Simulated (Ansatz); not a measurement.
## NbN (Fm-3m)

The calculation used Ansatz, DFT PBEsol, scalar-relativistic, plane waves, PAW.

Plane waves to 420 eV, a k mesh through Γ of 16×16×16 on the computed 2-atom cell and Gaussian smearing (0.10 eV); no spin polarisation.

The structure is relaxed at this level of theory with its symmetry kept.

```
CELL_PARAMETERS angstrom
0.00000 2.19025 2.19025
2.19025 0.00000 2.19025
2.19025 2.19025 0.00000
ATOMIC_POSITIONS crystal
Nb 0.50000 0.50000 0.50000
N 0.00000 0.00000 0.00000
```

```json
{"Space group": "Fm-3m (No. 225)", "Volume per atom": "70.9 bohr³", "Formation energy from the elements' standard states (uncorrected)": "-1.161 eV/atom", "Kohn–Sham band gap": "none (metal)", "Density of states at the Fermi level": "0.88 states/eV per cell", "Löwdin character within 0.5 eV of the Fermi level": "Nb 4d 80 %, N 2p 16 %", "Bulk modulus": "333 GPa", "Its pressure derivative": "4.4", "Bader charges (e)": "Nb (1 in the cell) 1.74, N (1 in the cell) -1.74"}
```